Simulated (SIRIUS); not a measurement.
Runs of SIRIUS 7.12.0 on Dy. It takes space group P6_3/mmc (No. 194, hexagonal). Conventional cell: a = 3.590 Å, b = 3.590 Å, c = 5.647 Å, α = 90.00°, β = 90.00°, γ = 120.00°. Dy (site symmetry -6m2) has 12 Dy at 3.50 to 3.59 Å as nearest neighbours. 

| potentials or basis | valence relativity | reference energy of the basis | core relativity | moment (μB) |
| --- | --- | --- | --- | --- |
| all-electron FP-LAPW (no relativity for the valence, core without relativity), apw+lo standard | none | 0.25 Ha | none | 8.10 |
| all-electron FP-LAPW, apw+lo standard | iora | 0.23 Ha | - | 9.52 |
| all-electron FP-LAPW (ZORA valence), apw+lo standard | zora | 0.25 Ha | - | (a) |
| all-electron FP-LAPW (Koelling-Harmon valence), apw+lo standard | koelling_harmon | 0.3 Ha | - | 9.61 |

Alike in all rows: task band structure; level PBE; spin collinear, ferromagnetic start; cell as given; k mesh 9 × 9 × 5; cutoff (eV) 168; smearing fermi-dirac 0.05 eV.

Problem. Fill in the values left out.

Solution. (a) 9.20.

Caveats: the magnetic or orbital state may not be the lowest; relativity is left out for the valence states, which matters for the heavier elements (some runs); relativity is left out for the core states (some runs).

Not every run made on this cell is shown here.
